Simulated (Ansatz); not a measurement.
# InPd under changes of volume

One of the cells (17.513 Å³/atom); the others are scaled copies at fixed shape and fractional positions:

```
CELL_PARAMETERS angstrom
3.27188 0.00000 0.00000
0.00000 3.27188 0.00000
0.00000 0.00000 3.27188
ATOMIC_POSITIONS crystal
In 0.00000 0.00000 0.00000
Pd 0.50000 0.50000 0.50000
```

The cell comes from a database or a generator and needn't be the stable form of this composition.

| Quantity | Value |
| --- | --- |
| Program | Ansatz 0.2.0 |
| Functional | LDA |
| Potentials or basis | Ansatz PAW |
| Cutoff | 420 eV (not typed: the program's choice for these potentials) |
| k mesh | 8 × 8 × 8 |
| Occupations | fermi-dirac, width 0.05 eV |
| Spin | no spin polarisation |

| volume (Å³/atom) | energy over the lowest point (meV/atom) | pressure (GPa) |
| --- | --- | --- |
| 16.462 | 0.00 | 1.3 |
| 16.813 | 0.69 | -1.8 |
| 17.163 | 7.82 | -4.6 |
| 17.513 | 20.66 | -7.1 |
| 17.863 | 38.53 | -9.2 |
| 18.214 | 60.71 | -10.9 |
| 18.564 | ? | ? |

Problem. What does the run at 18.564 Å³/atom give?

Solution. Energy over the lowest point 86.33 meV/atom; pressure -12.3 GPa.

Worked out: A Birch-Murnaghan fit of order 3 (a polynomial in V^(-2/3)) to the other rows has its minimum at 16.60 Å³/atom with B0 = V·E''(V) = 153 GPa and B' = 5.3. It gives 86.66 meV/atom at 18.564 Å³/atom, against the run's 86.33, and -dE/dV = -12.7 GPa, against -12.3.

Energies are extrapolated to zero smearing.

Caveats: the PAW data sets come from PBE, with cores solved anew for the run's functional, which leaves a small shift of forces and pressure.
